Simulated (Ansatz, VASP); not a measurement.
# Al26CoN27 (Co_Al) in two plane-wave programs

Aim: how closely do two programs agree when they are given the same cell, functional and k mesh? The cell is taken from a series of runs on this material, whose earlier steps may have relaxed, scaled, displaced or heated it; both programs get it as it stands.

Program: Ansatz 0.2.0. Level of theory: plane waves, with VASP 6.6.1 beside it; single point at r2SCAN. Results are calculated unless marked as measured.

### Step 1. The structure

The cell holds 54 atoms: 26 Al, 27 N and 1 Co. Its edges and angles: a = 9.269 Å, b = 9.269 Å, c = 9.269 Å, α = 60.0°, β = 60.0°, γ = 60.0°. It derives from AlN (AlN (F-43m)). Nearest the centre at fractional (0.333, 0.667, 0.667): Co54 at 0.01 Å, N35 at 1.88 Å, N41 at 1.89 Å, N43 at 1.91 Å, N44 at 1.91 Å, Al23 at 3.09 Å, Al7 at 3.10 Å, Al16 at 3.10 Å. The cell carries charge +1.

Structure file:

```xyz
54
Lattice="0.0000 6.5542 6.5542 6.5542 0.0000 6.5542 6.5542 6.5542 0.0000" Properties=species:S:1:pos:R:3 pbc="T T T"
Al    6.5527    6.5519    0.0101
Al    2.1822    8.7250    6.5631
Al    4.3737    4.3482    0.0500
Al    8.7361   13.1047    8.7373
Al    4.3735    8.7327    8.7453
Al    6.5525    4.3643    2.1908
Al    4.3738    0.0374    4.3606
Al    6.5527    2.1786    4.3772
Al    8.7041   10.8970   10.9095
Al    6.5503    8.7324    2.1909
Al    2.2057    4.3483    2.2142
Al    4.3710    6.5353    2.2112
Al    2.2057    2.2014    4.3607
Al    4.3731    4.3651    4.3781
Al    6.5439    6.5278    4.3559
Al    4.3706    2.1982    6.5482
Al    6.5442    4.3436    6.5411
Al    6.5584   10.9260    4.3850
Al    2.1866    6.5483    4.3870
Al    4.3642    8.7276    4.3810
Al    8.7405   10.9284    6.5610
Al    4.3703    6.5471    6.5599
Al    6.5560    8.7475    6.5876
Al   10.9182   10.9221    8.7404
Al    6.5558    6.5745    8.7609
Al    8.7282    8.7462    8.7592
N     1.0891    1.0916    1.1040
N     3.2759    3.2677    1.1081
N     5.4578    5.4619    1.1052
N     3.2756    1.0953    3.2801
N     5.4660    3.2729    3.2857
N     7.6491    5.4571    3.2797
N     5.4575    1.0927    5.4746
N     7.6492    3.2675    5.4698
N     9.8180    5.4575    5.4699
N     1.0871    3.2780    3.2907
N     3.2783    5.4571    3.2944
N     5.4611    7.6451    3.2902
N     3.2780    3.2814    5.4700
N     5.4713    5.4590    5.4717
N     7.6568    7.6419    5.4470
N     5.4609    3.2774    7.6579
N     7.6564    5.4344    7.6555
N     9.8420    7.6482    7.6615
N     1.0908    5.4633    5.4760
N     3.2819    7.6436    5.4761
N     5.4609    9.8318    5.4751
N     3.2818    5.4632    7.6564
N     5.4747    7.6415    7.6544
N     7.6552    9.8320    7.6584
N     5.4607    5.4621    9.8450
N     7.6552    7.6456    9.8452
N     9.8370    9.8325    9.8455
Co    8.7367    6.5491    6.5610
```

### Step 2. Ansatz: single point, r2SCAN

Ansatz runs on its PAW soft_1 files.

A single point gives forces, pressure and levels at one fixed geometry, so differences don't come from the geometry; what else differs is listed under the comparison.

input.yaml

```yaml
crystal:
  checkpoint: "../qp1_M3.relax.run"
  host: checkpoint
total_charge: 1
basis:
  ecutwfc: 500
  xc_grid: 2
hamiltonian:
  xc: r2scan
  pseudopotentials: { kind: paw, azcp: { folder: soft_1 } }
kpoints:
  mp_grid: { grid: [2, 2, 2], shift: [0.5, 0.5, 0.5] }
magnetization:
  spin_polarized: true
  initial_magnetization: 3
  spin_locking: { lock_magnetization: hard }
scf:
  occupations: { method: fermi_dirac, width: 0.01 }
  max_iter: 100
output:
  forces: true
  eigenvalues: true
  charged_corrections:
    epsilon: 4.64
    static_epsilon: 8.51
    defect_position: [0.333333, 0.666667, 0.666667]
  eigenstates: { localisation: true }
  populations: true
  efg: {}
checkpoint:
  read: "../qp1_M3.relax.run"
  write: "../qp1_M3.point.run"
  compress: false
  write_wavefunctions: false
  write_every: 100000
```

Started as:

```
$ ansatz run input.yaml --threads 4 --pin off --max-ram 7536MiB --backend cpu --events-out ev --progress --plain --runs-dir out
```

Numbers of over 12 decimals in the logs are rounded to 6 here.

Output:

```text
Warning: This run holds its total moment fixed (magnetization.spin_locking.lock_magnetization: hard) and mixes its density by anderson or broyden (scf.mixing.algorithm, typed or taken by auto). Slabs with a fixed moment have converged under broyden above another state at the same moment, at the default mixing steps and at smaller ones, and under scf.lower_state_search: standard, light or off a state that such a mixer [...]
crystal.checkpoint: the structure is that of <dir>, a `relax` run, at its step 10: its result, under r2scan at a charge of 1 e; 54 atoms read, 1 with a starting moment; crystal.structure_sha256 for this input is
Engine: ansatz 0.2.0, aarch64-unknown-linux-gnu
Pseudopotentials: kind: paw
Pseudopotential: Al, paw, valence charge 3, recommended cutoff 500 eV (meta_gga), soft_1/Al.paw.azcp
Pseudopotential: N, paw, valence charge 5, recommended cutoff 500 eV (meta_gga), soft_1/N.paw.azcp
Pseudopotential: Co, paw, valence charge 17, recommended cutoff 500 eV (meta_gga), soft_1/Co.paw.azcp
Functional definition: r2SCAN
  parameter k0 = 0.174
  parameter k1 = 0.065
  parameter a1 = 4.9479
  exchange = r2scan_x(k0 = k0, k1 = k1, a1 = a1)
  correlation = r2scan_c
Crystal: 54 atoms, lattice volume = 563.102 Å³
Basis set: ecut = 500 eV, 14331 PW (Γ), exchange–correlation on 144×144×144 points (8 copies of the dense FFT grid, shifted against one another)
Bands: 170, of which v1, the nominal top of the filled ones, is band 115 counted from 1 (114 counted from 0)
Symmetry: 1 space group operations
Space group: P1 (ITA 1), of the structure as read, at distance tolerance 8.3e-5 Å
Magnetic group: BNS 1.1 (UNI 1), of the structure as read, at distance tolerance 8.3e-5 Å
k-points: 4 of 8 (time reversal used)
Non-local potential: Al, projectors of the file, l = 0: 2, l = 1: 2, l = 2: 1
Non-local potential: N, projectors of the file, l = 0: 2, l = 1: 2, l = 2: 1
Non-local potential: Co, projectors of the file, l = 0: 3, l = 1: 2, l = 2: 3, l = 3: 1
PAW form: soft (Blöchl's): semilocal exchange-correlation on the pseudo side does not see the compensation charge
PAW frozen core: Al, regenerated for the run's functional (the file was generated under x = pbe(κ = 0.804, μ = 0.219515), c = pbe(β = 0.066725))
PAW frozen core: N, regenerated for the run's functional (the file was generated under x = pbe(κ = 0.804, μ = 0.219515), c = pbe(β = 0.066725))
PAW frozen core: Co, regenerated for the run's functional (the file was generated under x = pbe(κ = 0.804, μ = 0.219515), c = pbe(β = 0.066725))
PAW one-centre angular grid: Al, 302 points (default); XC on 160 Gauss nodes
PAW one-centre angular grid: N, 302 points (default); XC on 160 Gauss nodes
PAW one-centre angular grid: Co, 590 points (default); XC on 160 Gauss nodes
Initial density: read from a saved state, or passed on in memory by an earlier SCF of this step, an earlier step, the calling program or the single point that the run made first
Stability of the state it starts from, as read at its close in the collinear treatment: not read, because the mixer in use, unlike msr1, does not test its closes by its own steps (another_mixer); its run was given moments
Starting moments: Σ|m| = 3 μB on 1 of 54 sites; this step starts from the density that it was given
Initial wavefunctions: pseudopotential atomic-orbital guess — the wavefunctions supplied were not used: k-point sampling differs
Functional: x = r2scan, c = r2scan; τ floored in thin density (d = 2e-4 eV/Å³)
iter 1 solved again at ethr=5.06e-5 eV; its pass at ethr=3.10e-3 eV (dr2=1.16e-1 eV) is discarded
SCF iter   1: F=—  HF=-29661.769754 eV  |F-HF|=—  |Δ(HF+E_count)|=         —  Δρ=3.64e-3 (↑3.64e-3 ↓2.33e-3)  dr2=1.21e-1  dr2_τ=2.38e-3  dr2_m=1.78e-2  M=3.000 μB ∫|m|=3.253 μB  β_m=1.20  ethr=5.06e-5  ⟨swp⟩=9.8  Hψ=8986  notcnv=0  defer=1
preconditioner: auto → Resta (q_TF=auto, 2.348 Å⁻¹)  ε∞=3.8  [insulator: Δε(μ)=0.023 eV  Ē_g=14.003 eV  σ=0.010 eV  W_gap=0.51  n_scr=136 (ndim 8)  ℏωp=23.3 eV  f_vac=0.000  D(μ)=9.29/eV (n_scr^D=58)  ε∞_Penn≈3.8]
spin=Collinear: Resta preconditioning applied to the charge; magnetization (m = ρ↑ − ρ↓) channel mixes plain (no charge-response kernel on spin).
SCF iter   2: F=—  HF=-29661.760208 eV  |F-HF|=—  |Δ(HF+E_count)|=   9.55e-3  Δρ=2.04e-3 (↑2.04e-3 ↓1.52e-3)  dr2=4.33e-2  dr2_τ=4.28e-4  dr2_m=1.29e-3  M=3.000 μB ∫|m|=3.235 μB  β_m=1.20  ethr=5.06e-5  ⟨swp⟩=2.5  Hψ=2765  notcnv=0  defer=143  κ⁻¹=1.0e0(r=1)
[...]
F (periodic)     = -29661.774105  (uncorrected; the corrections below are reported, never added to it)
  E_corr1          = +0.542727  (monopole, q²α_M/2εL)
  F Makov-Payne    = n/a  (the rows are of the electrons' constant alone; ansatz place-levels tells what screens the charge)
  no potential alignment in this run, which stands beside a crystal: run the host's input off ansatz write-host-input, and read the two finished runs by ansatz place-levels (neither reads a slab, a wire or a sheet, whose cell leaves a vacuum)
--- Band table (eV; the first three rows and the last of 8) ---
  k-point 0 ↑: bands = [... 111 lower, 6.6541, 6.7432, 6.7434, 7.1755, 7.4411, 7.6435, 12.0397, 12.0723, ... 51 higher]
  k-point 1 ↑: bands = [... 111 lower, 6.5827, 6.5927, 6.7069, 6.9978, 7.2829, 7.5442, 11.3260, 12.2882, ... 51 higher]
  k-point 2 ↑: bands = [... 111 lower, 6.5827, 6.5926, 6.7067, 6.9991, 7.2824, 7.5437, 11.3260, 12.2883, ... 51 higher]
  k-point 3 ↓: bands = [... 111 lower, 6.6981, 7.4257, 8.0187, 8.8900, 8.9299, 9.4818, 11.4183, 12.3193, ... 51 higher]
--- Löwdin populations: 54 sites ---
  site symbol       q [e]    m [muB]
     0     Al      1.8753    -0.0003
     1      N      6.0404    -0.0006
     2     Al      1.8742    -0.0002
     3      N      6.0438    -0.0009
     4     Al      1.8957     0.0069
     5      N      6.0403     0.0027
     6     Al      1.8742    -0.0002
     7      N      6.0438    -0.0009
     8     Al      1.8797     0.0005
     9      N      6.0363    -0.0003
    10     Al      1.8799     0.0005
    11      N      6.0443     0.0005
    12     Al      1.8957     0.0069
    13      N      6.0403     0.0027
    14     Al      1.8799     0.0005
    15      N      6.0443     0.0004
    16     Al      1.8869     0.0097
    17      N      5.9179     0.0748
    18     Al      1.8750    -0.0003
    19      N      6.0294     0.0004
    20     Al      1.8894     0.0090
    21      N      6.0431    -0.0001
    22     Al      1.8939     0.0012
    23      N      6.0353     0.0082
[...]
46     Al      1.8995     0.0059
    47      N      6.0419    -0.0004
    48     Al      1.8765     0.0002
    49      N      6.0183    -0.0294
    50     Al      1.8995     0.0059
    51      N      6.0419    -0.0003
    52     Al      1.8935     0.0057
    53      N      6.0339     0.0197
  spilling = 0.007596 (of n_electrons = 229.000000)
```

### Step 3. VASP: single point, r2SCAN

The same cell, functional, mesh and smearing now go to VASP, with its own data sets.

Lines of VASP's logs that name or quote its potential files are left out, and so is its time.

INCAR

```
SYSTEM = Al26CoN27
PREC = Accurate
ENCUT = 580
EDIFF = 1E-06
NELM = 200
ISMEAR = -1
SIGMA = 0.01
LREAL = Auto
ALGO = Normal
METAGGA = R2SCAN
LASPH = .TRUE.
NELECT = 221
NBANDS = 152
ISPIN = 2
MAGMOM = 0 0 0 0 0 0 0 0 0 -0 0 0 0 0 0 0 0 0 0 0 0 0 0 0 0 0 -0 -0 0 -0 -0 0 0 0 0.04 0 -0 0.01 -0 0 0.08 0.01 0.08 0.17 0 -0 -0.02 -0 0 -0 -0.02 -0 0.01 2.19
LMAXMIX = 4
LORBIT = 11
LWAVE = .FALSE.
LCHARG = .FALSE.
ISIF = 2
ISYM = 0
NUPDOWN = 3
GGA_COMPAT = .FALSE.
LMIXTAU = .TRUE.
KPAR = 4
```

POSCAR

```
Al26CoN27
1.0
    0.0000000000      6.5541898631      6.5541898631
    6.5541898631      0.0000000000      6.5541898631
    6.5541898631      6.5541898631      0.0000000000
Al N Co
26 27 1
Direct
    0.0007147566      0.0008335219      0.9989321329
    0.9998110845      0.0015465457      0.3313996819
    0.0018726208      0.0057556468      0.6615539488
    0.9998063663      0.3332759749      0.9996266170
    0.9997020213      0.3345989465      0.3326898894
    0.0001990090      0.3340667707      0.6656783484
    0.0018381439      0.6634716506      0.0038636787
    0.0002409013      0.6676116598      0.3321575260
    0.9995429015      0.6649605242      0.6630627834
    0.3336005273      0.0006680490      0.9987396067
    0.3323622616      0.0054606069      0.3310741412
    0.3337939499      0.0035762122      0.6633202834
    0.3323310306      0.3329976551      0.0035409291
    0.3333874169      0.3346029485      0.3326187025
    0.3310673642      0.3335231475      0.6648993968
    0.3338145624      0.6652724923      0.0015741957
    0.3311261685      0.6668775160      0.3315990148
    0.6677145330      0.0013252538      0.9993145775
    0.6674059268      0.0019304112      0.3316926840
    0.6670777789      0.0013447341      0.6645238399
    0.6674292347      0.3336150607      0.9999567839
    0.6664949275      0.3343761866      0.3324168282
    0.6697353721      0.3353691091      0.6649029002
    0.6670768779      0.6664858605      0.9993495275
    0.6697651048      0.6669197695      0.3333280364
    0.6695859134      0.6668449338      0.6648507047
    0.0844119521      0.0840266576      0.0821429096
    0.0839080083      0.0851597087      0.4146535087
    0.0846217463      0.0840000826      0.7487215510
    0.0839022766      0.4165616422      0.0832150315
    0.0833490578      0.4179633748      0.4160079744
    0.0829777614      0.4174202311      0.7496318090
    0.0846547320      0.7506210954      0.0820594553
    0.0830100065      0.7515476973      0.4155248914
    0.0846286743      0.7499342139      0.7480427992
    0.4181728461      0.0839059859      0.0819598842
    0.4175305007      0.0851139197      0.4150758083
    0.4176119008      0.0843862817      0.7488386909
    0.4175456523      0.4170307167      0.0831041270
    0.4164816445      0.4183618808      0.4164156705
    0.4143982557      0.4166681755      0.7515562676
    0.4176280229      0.7507745841      0.0824153311
    0.4145079132      0.7535271160      0.4146344027
    0.4171166404      0.7518299177      0.7498038002
    0.7513198387      0.0841800320      0.0822413144
    0.7504985057      0.0850167728      0.4157186805
    0.7511264609      0.0842393609      0.7489579839
    0.7504991826      0.4176668949      0.0830456482
    0.7492258363      0.4186386440      0.4166655134
    0.7502897953      0.4181765440      0.7498147169
    0.7511519399      0.7509394787      0.0822237581
    0.7503320441      0.7517860164      0.4161927027
    0.7507406857      0.7514307561      0.7494418136
    0.3336424139      0.6674034538      0.6655873379
```

KPOINTS

```
Points of the shifted mesh
8
Reciprocal
 0.2500000000  0.2500000000  0.2500000000 1
 0.2500000000  0.2500000000  0.7500000000 1
 0.2500000000  0.7500000000  0.2500000000 1
 0.2500000000  0.7500000000  0.7500000000 1
 0.7500000000  0.2500000000  0.2500000000 1
 0.7500000000  0.2500000000  0.7500000000 1
 0.7500000000  0.7500000000  0.2500000000 1
 0.7500000000  0.7500000000  0.7500000000 1
```

PAW data sets: Al, N and Co (PBE family, release 64).

Started as:

```
$ mpirun -np 8 vasp_std
```

Output:

```text
[banner, memory and clock lines left out]
running    8 mpi-ranks, on    1 nodes
[...]
|                                                                             |
|           W    W    AA    RRRRR   N    N  II  N    N   GGGG   !!!           |
|           W    W   A  A   R    R  NN   N  II  NN   N  G    G  !!!           |
|           W    W  A    A  R    R  N N  N  II  N N  N  G       !!!           |
|           W WW W  AAAAAA  RRRRR   N  N N  II  N  N N  G  GGG   !            |
|           WW  WW  A    A  R   R   N   NN  II  N   NN  G    G                |
|           W    W  A    A  R    R  N    N  II  N    N   GGGG   !!!           |
|                                                                             |
|     For optimal performance we recommend to set                             |
|       NCORE = 2 up to number-of-cores-per-socket                            |
|     NCORE specifies how many cores store one orbital (NPAR=cpu/NCORE).      |
|     This setting can greatly improve the performance of VASP for DFT.       |
[...]
DAV:   5    -0.654149604601E+03   -0.14500E+00   -0.14465E+00  6200   0.355E+00BRMIX: very serious problems
 the old and the new charge density differ
 old charge density:   222.00000 new  221.00000
BRMIX: very serious problems
 the old and the new charge density differ
 old charge density:   222.00000 new  221.00000
BRMIX: very serious problems
 the old and the new charge density differ
 old charge density:   222.00000 new  221.00000
BRMIX: very serious problems
 the old and the new charge density differ
 old charge density:   222.00000 new  221.00000
    0.572E+01
DAV:   6    -0.596723942954E+03    0.57426E+02   -0.36782E+02  6480   0.837E+01    0.129E+02
DAV:   7    -0.555941377708E+03    0.40783E+02   -0.13569E+02  6336   0.443E+01    0.436E+01
DAV:   8    -0.533448993152E+03    0.22492E+02   -0.61390E+01  6592   0.667E+01    0.293E+01
DAV:   9    -0.525082315376E+03    0.83667E+01   -0.25147E+01  7048   0.210E+01    0.118E+01
[...]
DAV:  20    -0.525934870083E+03    0.84130E-05   -0.97458E-06  6800   0.262E-02    0.698E-02
DAV:  21    -0.525934863825E+03    0.62580E-05   -0.82158E-06  6560   0.199E-02    0.357E-02
DAV:  22    -0.525934864386E+03   -0.56110E-06   -0.31794E-06  3768   0.773E-03
   1 F= -.52593486E+03 E0= -.52593460E+03  d E =-.519068E-03  mag=     3.0000
```

OUTCAR, selected parts (step 3):

```text
  FREE ENERGIE OF THE ION-ELECTRON SYSTEM (eV)
  ---------------------------------------------------
  free  energy   TOTEN  =      -525.9348643856 eV

  energy  without entropy=     -525.9343453172  energy(sigma->0) =     -525.93460485

 magnetization (x)
# of ion       s       p       d       tot
------------------------------------------
    1        0.000  -0.000   0.000  -0.000
    2        0.000  -0.000   0.000   0.000
    3        0.001   0.001   0.000   0.003
    4        0.000  -0.000   0.000   0.000
    5        0.000   0.000   0.000   0.000
    6        0.000   0.000   0.000   0.000
    7        0.001   0.001   0.000   0.003
    8        0.000   0.000   0.000   0.000
    9        0.003   0.006   0.000   0.008
   10        0.000   0.000   0.000   0.000
   11        0.002   0.005   0.000   0.007
   12        0.001   0.001   0.000   0.001
   13        0.002   0.005   0.000   0.007
[...]
--------------------------------------------------
tot          0.072   0.420   2.237   2.729
```

The cell holds one magnetic atom, so no antiferromagnetic order fits into it.

### Step 4. Comparison

Known differences besides the potentials themselves: VASP starts from the moments at which Ansatz ended; VASP keeps PBE cores, Ansatz makes them for the functional; the cutoff is 500 eV in Ansatz and 580 eV in VASP (PREC = Accurate, projectors in real space); site moments are counted in spheres of each program's own size. Total energies have different zeros and are not compared.

The two programs side by side:

```
                             quantity  Ansatz  VASP  difference
total moment, fixed by the input (μB)    3.00  3.00        0.00
                  moment on Co54 (μB)    2.19  2.34       -0.15
                   moment on N44 (μB)    0.17  0.16       +0.01
                   moment on N41 (μB)    0.08  0.07        0.00
                   moment on N43 (μB)    0.08  0.07        0.00
```

Forces on 7 of the 54 atoms, those with the largest forces and the largest differences (eV/Å; atoms numbered as in POSCAR):

```csv
atom,"Ansatz x, y, z","VASP x, y, z"
Al3,"0.036, 0.077, -0.156","0.029, 0.082, -0.160"
Al7,"0.030, -0.155, 0.081","0.021, -0.157, 0.087"
Al9,"0.143, 0.115, 0.114","0.148, 0.123, 0.129"
Al11,"0.152, 0.016, -0.002","0.157, 0.022, -0.009"
N35,"0.063, -0.052, -0.050","0.102, -0.089, -0.087"
N41,"-0.236, -0.076, 0.189","-0.267, -0.041, 0.165"
N43,"-0.226, 0.195, -0.083","-0.256, 0.170, -0.047"
```

The forces differ by 9.8 meV/Å r.m.s., which is 15.0 % of the r.m.s. force of 0.065 eV/Å (both taken over all components). VASP's last cycles still show a density residual of 4e-03, so its state may not be settled. The cell carries a charge of +1 e against a uniform background, so its pressure also hangs on how the neutralising background is counted, and in a defect's cell a gap may be the spacing between its levels.

### Step 5. Results

| Quantity | Value |
| --- | --- |
| r.m.s. force difference (single point, r2SCAN) | 9.8 meV/Å |

In words: The r.m.s. force difference is 9.8 meV/Å (single point, r2SCAN), within the 12 meV/Å picked in this series as the mark of a large difference. The data sets hold unlike numbers of valence electrons (229 in Ansatz and 221 in VASP), so part of the differences comes from the potentials. How closely two codes agree says nothing of how well the functional describes the real material.

[Lines on the potential files, build, host, timing and source positions are cut from VASP's logs without a mark.]

[Logs are printed without paths, hosts, clocks, repeated set-up lines and the standing remarks that a program may print on its own settings, such as how far it seeks lower states.]

[Hosts, paths, dates, database ids (printed as entryN), source tags and the programs' standing remarks are cut or masked in the printed files.]
